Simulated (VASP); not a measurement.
# Ca (Immm) in VASP: notebook

Runs on Ca. Level: PBE. Tasks: single point.

Everything below comes from runs of VASP 6.6.1. Logs are shortened: lines on timing, memory, paths and dates and some standing lists are left out, and cuts for length are marked.

## (1) The crystal as given

Symmetry: Immm, No. 71, orthorhombic system. The conventional cell has a = 4.193 Å, b = 4.203 Å, c = 4.891 Å, α = 90.00°, β = 90.00°, γ = 90.00°. Around Ca (site symmetry mmm) lie 12 Ca at 3.85 to 4.20 Å.

This isn't the form of Ca at room conditions, which is fcc.

## (2) Single point, PBE

File INCAR:

```
PREC     = Accurate       # precision mode
ENCUT    = 400            # plane-wave cutoff, eV
EDIFF    = 1E-5           # SCF threshold, eV
ISMEAR   = 1              # smearing method
SIGMA    = 0.1            # smearing width, eV
LREAL    = False          # projectors in reciprocal space
LASPH    = True           # aspherical terms in the spheres
NELM     = 100            # most SCF steps
ALGO     = Normal         # electronic algorithm
ISIF     = 2              # what is computed and relaxed
LWAVE    = False          # write WAVECAR
LCHARG   = False          # write CHGCAR
GGA      = PE             # functional
ADDGRID  = False
```

File KPOINTS:

```
Automatic mesh
0
Gamma
  12 12 12
```

File POSCAR:

```
Ca
1.0
   -2.0964874600      2.1017318100      2.4453524600
    2.0964874600     -2.1017318100      2.4453524600
    2.0964874600      2.1017318100     -2.4453524600
Ca
1
Direct
    0.5000000000      0.5000000000      0.0000000000
```

Potentials or basis: VASP PAW PBE potentials, release 64 (Ca_pv).

Command:

```bash
> cat potpaw_PBE.64/Ca_pv/POTCAR > POTCAR
> mpirun -np 1 vasp_std > vasp.out
```

OUTCAR:

```text
PREC = Accurate
   ENCUT = 400
   EDIFF = 1E-5
   ISMEAR = 1
   LREAL = False
   LASPH = True
   NELM = 100
   ISIF = 2
   GGA = PE

 Found    280 irreducible k-points:

 Following reciprocal coordinates:
            Coordinates               Weight
  0.000000  0.000000  0.000000      1.000000
  0.083333  0.000000 -0.000000      4.000000
  0.166667  0.000000  0.000000      4.000000
  0.250000 -0.000000  0.000000      4.000000
  0.333333  0.000000  0.000000      4.000000
  0.416667  0.000000  0.000000      4.000000
   k-points           NKPTS =    280   k-points in BZ     NKDIM =    280   number of bands    NBANDS=      8
   number of dos      NEDOS =    301   number of ions     NIONS =      1
   total plane-waves  NPLWV =  21952
   dimension x,y,z NGX =    28 NGY =   28 NGZ =   28
   dimension x,y,z NGXF=    56 NGYF=   56 NGZF=   56
   ions per type =               1
   NGX,Y,Z   is equivalent  to a cutoff of  12.10, 12.10, 12.10 a.u.
   NGXF,Y,Z  is equivalent  to a cutoff of  24.21, 24.21, 24.21 a.u.
 SYSTEM =  unknown system
   PREC   = accura    normal or accurate (medium, high low for compatibility)
   ISTART =      0    job   : 0-new  1-cont  2-samecut
   ICHARG =      2    charge: 1-file 2-atom 10-const
   ISPIN  =      1    spin polarized calculation?
   LNONCOLLINEAR =      F non collinear calculations
   LSORBIT =      F    spin-orbit coupling
   LASPH  =      T    aspherical Exc in radial PAW
   ENCUT  =  400.0 eV  29.40 Ry    5.42 a.u.   6.27  6.27  6.27*2*pi/ulx,y,z
   NELM   =    100;   NELMIN=  2; NELMDL= -5     # of ELM steps
   EDIFF  = 0.1E-04   stopping-criterion for ELM
   LREAL  =      F    real-space projection
   EDIFFG = 0.1E-03   stopping-criterion for IOM
   NSW    =      0    number of steps for IOM
   IBRION =     -1    ionic relax: 0-MD 1-quasi-New 2-CG
   NFREE  =      0    steps in history (QN), initial steepest desc. (CG)
   ISIF   =      2    stress and relaxation
   ISYM   =      2    0-nonsym 1-usesym 2-fastsym
   POTIM  = 0.5000    time-step for ionic-motion
   TEBEG  =    0.0;   TEEND  =   0.0 temperature during run
   PSTRESS=    0.0 pullay stress
   NELECT =       8.0000    total number of electrons
   NUPDOWN=      -1.0000    fix difference up-down
   EMIN   =  10.00;   EMAX   =-10.00  energy-range for DOS
   EFERMI =   0.00;   METHOD = LEGACY
   ISMEAR =     1;   SIGMA  =   0.10  broadening in eV -4-tet -1-fermi 0-gaus
   EFERMI_NEDOS =   21; number of points for ismear=-14 and -15
   IALGO  =     38    algorithm
   IMIX   =      4    mixing-type and parameters
     AMIX     =   0.40;   BMIX     =  1.00
     AMIX_MAG =   1.60;   BMIX_MAG =  1.00
  volume/ion in A,a.u.               =      43.10       290.85
  Fermi-wavevector in a.u.,A,eV,Ry     =   0.933859  1.764737 11.865532  0.872092
  Thomas-Fermi vector in A             =   2.060604
   LORBIT       =      0    0 simple, 1 ext, 2 COOP (PROOUT), +10 PAW based schemes
   GGA     = PE    functional components
   LHFCALC =     F    Hartree Fock is set to
   AEXX    =    0.0000 exact exchange contribution
   IVDW    =     0    specifies the selected vdW correction
   LEPSILON=     F    determine dielectric tensor
   LRPA    =     F    only Hartree local field effects (RPA)
 non-spin polarized calculation
 Methfessel and Paxton  Order N= 1 SIGMA  =   0.10
  energy-cutoff  :      400.00
  volume of cell :       43.10
 maximum number of plane-waves:       796
 NGX is ok and might be reduce to    28

 number of electron       8.0000002 magnetization

 Free energy of the ion-electron system (eV)
  ---------------------------------------------------
  ext. energy  EPLUGINS =         0.00000000
  ---------------------------------------------------
  free energy    TOTEN  =        -1.90694813 eV

  energy without entropy =       -1.90549916  energy(sigma->0) =       -1.90646514

 E-fermi :   2.1392     XC(G=0):  -7.6336

 val. band max:        2.1314916817   @ k =   0.3333   0.3333   0.0000
 cond. band min:       2.1465948803   @ k =   0.5000  -0.4167   0.3333
 fundamental gap:      0.0151031986
 Fermi energy:         2.1392081666

 k-point     1 :       0.0000    0.0000    0.0000
  band No.  band energies     occupation
      1     -20.8684      2.00000
      2     -20.8677      2.00000
      3     -20.8538      2.00000
      4      -1.8721      2.00000
      5       4.2942      0.00000
      6       4.3075      0.00000
      7       4.8880      0.00000
      8       5.0083      0.00000

 k-point     2 :       0.0833    0.0000   -0.0000
  band No.  band energies     occupation
      1     -20.8738      2.00000
      2     -20.8707      2.00000
      3     -20.8567      2.00000
      4      -1.7539      2.00000
      5       4.2438      0.00000
      6       4.3313      0.00000
      7       4.8855      0.00000
      8       4.9676      0.00000

 k-point     3 :       0.1667    0.0000    0.0000
  band No.  band energies     occupation
      1     -20.8959      2.00000
      2     -20.8771      2.00000
      3     -20.8592      2.00000
      4      -1.4070      2.00000
      5       4.0118     -0.00000
      6       4.3067      0.00000
      7       4.9471      0.00000
      8       4.9927      0.00000

 k-point     4 :       0.2500   -0.0000    0.0000
  band No.  band energies     occupation
      1     -20.9280      2.00000
      2     -20.8858      2.00000
      3     -20.8603      2.00000
      4      -0.8554      2.00000
      5       3.5790     -0.00000
      6       4.1610      0.00000
      7       4.9904      0.00000
      8       5.3155      0.00000

 k-point     5 :       0.3333    0.0000    0.0000
  band No.  band energies     occupation
      1     -20.9603      2.00000
      2     -20.8945      2.00000
      3     -20.8609      2.00000
      4      -0.1441      2.00000
      5       3.0401     -0.00000
      6       3.9893     -0.00000
      7       4.9869      0.00000
      8       5.6663      0.00000

 k-point     6 :       0.4167    0.0000    0.0000
  band No.  band energies     occupation
      1     -20.9838      2.00000
      2     -20.9009      2.00000
      3     -20.8613      2.00000
      4       0.6424      2.00000
      5       2.4357     -0.00023
      6       3.8642     -0.00000
      7       4.9334      0.00000
      8       5.7956      0.00000

 [... further k-points ...]
[... 5 lines left out ...]
  --------------------------------------------------------------------------------------
  -------------------------------------------------------------------------------------
  Total       -0.0895388     -0.0949652      0.0228411      0.0000000      0.0000000      0.0000000
  in kB       -3.3285160     -3.5302373      0.8490940      0.0000000      0.0000000      0.0000000
  external PRESSURE =      -2.0032198 kB  Pullay stress =       0.0000000 kB

 VOLUME and BASIS-vectors are now :
 -----------------------------------------------------------------------------
  energy-cutoff  :      400.00
  volume of cell :       43.10
      direct lattice vectors                 reciprocal lattice vectors
    -2.096487460  2.101731810  2.445352460     0.000000000  0.237899050  0.204469502
     2.096487460 -2.101731810  2.445352460     0.238494153  0.000000000  0.204469502
     2.096487460  2.101731810 -2.445352460     0.238494153  0.237899050  0.000000000

 POSITION                                       TOTAL-FORCE (eV/Angst)
 -----------------------------------------------------------------------------------
      0.00000      0.00000      2.44535         0.000000      0.000000      0.000000
 -----------------------------------------------------------------------------------
    total drift:                                0.000000     -0.000000      0.000000

  FREE ENERGIE OF THE ION-ELECTRON SYSTEM (eV)
  ---------------------------------------------------
  free  energy   TOTEN  =        -1.9069481328 eV

  energy  without entropy=       -1.9054991638  energy(sigma->0) =       -1.90646514
```

It took 27 s on 1 thread of Intel Xeon Platinum 8488C (Sapphire Rapids), shared host; peak memory 0.2 GiB.

These settings aren't checked as converged: the numbers below hold their error.

What came out:

| Quantity | Value |
| --- | --- |
| Free energy | -1.9069 eV |
| Pressure | -0.2 GPa |
| Band gap on the k mesh | none (metal or under the smearing width) |

## (3) Single point, PBE

This run uses another cell than the first one, of the same volume but with other edges.

INCAR is that of step 2.

KPOINTS is that of step 2.

File POSCAR:

```
Ca
1.0
   -2.1296130000      2.1366080000      2.5183870000
    2.0452440000     -2.1127450000      2.4255450000
    2.0940060000      2.0772270000     -2.4978770000
Ca
1
Direct
    0.5036690000      0.4760610000     -0.0172770000
```

Potentials or basis: VASP PAW PBE potentials, release 64 (Ca_pv).

Command:

```bash
> cat potpaw_PBE.64/Ca_pv/POTCAR > POTCAR
> mpirun -np 1 vasp_std > vasp.out
```

OUTCAR:

```text
PREC = Accurate
   ENCUT = 400
   EDIFF = 1E-5
   ISMEAR = 1
   LREAL = False
   LASPH = True
   NELM = 100
   ISIF = 2
   GGA = PE

 Found    868 irreducible k-points:

 Following reciprocal coordinates:
            Coordinates               Weight
  0.000000  0.000000  0.000000      1.000000
  0.083333  0.000000  0.000000      2.000000
  0.166667 -0.000000  0.000000      2.000000
  0.250000 -0.000000  0.000000      2.000000
  0.333333 -0.000000  0.000000      2.000000
  0.416667  0.000000  0.000000      2.000000
   k-points           NKPTS =    868   k-points in BZ     NKDIM =    868   number of bands    NBANDS=      8
   number of dos      NEDOS =    301   number of ions     NIONS =      1
[... 135 lines left out ...]
      6       3.9329     -0.00000
      7       4.8838      0.00000
      8       5.7971      0.00000

 [... further k-points ...]
[... 5 lines left out ...]
  --------------------------------------------------------------------------------------
  -------------------------------------------------------------------------------------
  Total       -0.0783215     -0.1094460      0.0144151      0.0423305     -0.0299591      0.0978306
  in kB       -2.9115267     -4.0685488      0.5358676      1.5735952     -1.1137014      3.6367583
  external PRESSURE =      -2.1480693 kB  Pullay stress =       0.0000000 kB

 VOLUME and BASIS-vectors are now :
 -----------------------------------------------------------------------------
  energy-cutoff  :      400.00
  volume of cell :       43.10
      direct lattice vectors                 reciprocal lattice vectors
    -2.129613000  2.136608000  2.518387000     0.005544617  0.236380961  0.201221828
     2.045244000 -2.112745000  2.425545000     0.245206417  0.001067158  0.206447491
     2.094006000  2.077227000 -2.497877000     0.243696023  0.239358134  0.003003396

 POSITION                                       TOTAL-FORCE (eV/Angst)
 -----------------------------------------------------------------------------------
      1.95887      2.11169     -0.03158         0.000000      0.000000     -0.000000
 -----------------------------------------------------------------------------------
    total drift:                               -0.000001      0.000007      0.000008

  FREE ENERGIE OF THE ION-ELECTRON SYSTEM (eV)
  ---------------------------------------------------
  free  energy   TOTEN  =        -1.9058662109 eV

  energy  without entropy=       -1.9052031926  energy(sigma->0) =       -1.90564520
```

OSZICAR:

```text
N       E                     dE             d eps       ncg     rms          rms(c)
DAV:   1     0.160611608579E+02    0.16061E+02   -0.36417E+03 13888   0.110E+03
DAV:   2    -0.112257275959E+01   -0.17184E+02   -0.17164E+02 14616   0.117E+02
DAV:   3    -0.188846129338E+01   -0.76589E+00   -0.76484E+00 22624   0.321E+01
DAV:   4    -0.189624179277E+01   -0.77805E-02   -0.77788E-02 18040   0.259E+00
DAV:   5    -0.189631561856E+01   -0.73826E-04   -0.73825E-04 23488   0.249E-01    0.745E-01
DAV:   6    -0.190162798314E+01   -0.53124E-02   -0.73508E-03 15856   0.174E+00    0.431E-01
DAV:   7    -0.190587120449E+01   -0.42432E-02   -0.85919E-03 16056   0.185E+00    0.519E-02
DAV:   8    -0.190585926580E+01    0.11939E-04   -0.43294E-04 18992   0.371E-01    0.901E-03
DAV:   9    -0.190586621093E+01   -0.69451E-05   -0.12624E-05 21344   0.343E-02
   1 F= -.19058662E+01 E0= -.19056452E+01  d E =-.663018E-03
```

Wall time 78 s (1 thread of Intel Xeon Platinum 8488C (Sapphire Rapids), shared host); peak memory 0.34 GiB.

These settings aren't checked as converged: the numbers below hold their error.

What came out:

```
Free energy            : -1.9059 eV
Pressure               : -0.2 GPa
Band gap on the k mesh : none (metal or under the smearing width)
```

(Part 1 of 2 ends here.)
